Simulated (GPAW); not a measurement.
Runs of GPAW 26.7.0 on NaF (Villiaumite). Symmetry: Fm-3m, No. 225, cubic system. Conventional cell: a = 4.640 Å, b = 4.640 Å, c = 4.640 Å, α = 90.00°, β = 90.00°, γ = 90.00°. Around Na (site symmetry m-3m) lie 6 F at 2.32 Å. F (site symmetry m-3m) has 6 Na at 2.32 Å as nearest neighbours. 

```tsv
task	level	potentials or basis	k mesh	cutoff (eV)	smearing	maxiter	convergence	band path	band points	response ecut	gap on the mesh (eV)	pressure (GPa)
single point	LDA	the program's PAW data sets (release 1.2.1) made for this functional, pw	8 × 8 × 8	600	fermi-dirac 0.05 eV	120	default	-	-	-	5.94	-4.2
band structure	r2SCAN	GPAW PAW data sets (gpaw-data 1.2.1), pw	10 × 10 × 10	800	fermi-dirac 0.05 eV	150	-	GXWKGLUWLK,UX	60	-	7.11	(b)
dielectric tensor	PBE	GPAW PAW data sets (gpaw-data 1.2.1), pw	8 × 8 × 8	600	fermi-dirac 0.001 eV	150	-	-	-	80 eV	6.31	-
single point	PBE	GPAW PAW data sets (gpaw-data 1.2.1), pw	8 × 8 × 8	600	fermi-dirac 0.05 eV	120	default	-	-	-	6.31	(a)
```

Alike in all rows: no spin polarisation; cell as given.

Task: Fill in the values left out.

Result: (a) 1.8; (b) -2.4.

Caveats: the cutoff is short for stress and forces, so pressures can be off by a GPa or more (some runs); the PAW data sets were made with another functional, which shifts forces and pressure a little (some runs); the long-wavelength limit can be off by a per cent or two (some runs); an odd mesh through Γ misses points on the zone boundary, where band edges often lie (some runs).
